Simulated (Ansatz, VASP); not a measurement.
Two plane-wave programs on AlN

```
CELL_PARAMETERS angstrom
3.08866 0.00000 0.00000
0.00000 4.94303 0.00000
0.00000 0.00000 17.56647
ATOMIC_POSITIONS crystal
Al 0.00000 0.99849 0.39849
Al 0.50000 0.49849 0.44924
Al 0.50000 0.99290 0.55615
Al 0.00000 0.46570 0.58861
N 0.00000 0.61651 0.39849
N 0.50000 0.11651 0.44924
N 0.50000 0.61500 0.55490
N 0.00000 0.11261 0.59795
```

Alike in both runs: functional LDA; k mesh 9 × 6 × 1; occupations gaussian, width 0.05 eV; no spin polarisation.

Ansatz relaxed the structure, and its values are those at the end. VASP's run is a single point on that final structure, the one shown.

```csv
,VASP,Ansatz
version,VASP 6.6.1,Ansatz 0.2.0
potentials or method,"VASP PAW LDA potentials, release 64 (Al, N)","scalar-relativistic, plane waves, PAW"
plane-wave cutoff (eV),520,420
valence electrons in the cell,32,32
```

VASP gave:

- gap on the k mesh at the Fermi level (eV): 1.49
- least direct gap on the mesh (eV): 1.49
- rms of the force components (eV/Å): 0.774

Task: Estimate Ansatz's values.

Result: gap on the k mesh at the Fermi level (eV): 1.50; least direct gap on the mesh (eV): 1.50; rms of the force components (eV/Å): 0.786.

Ansatz warned: «pseudo_functional_mismatch».
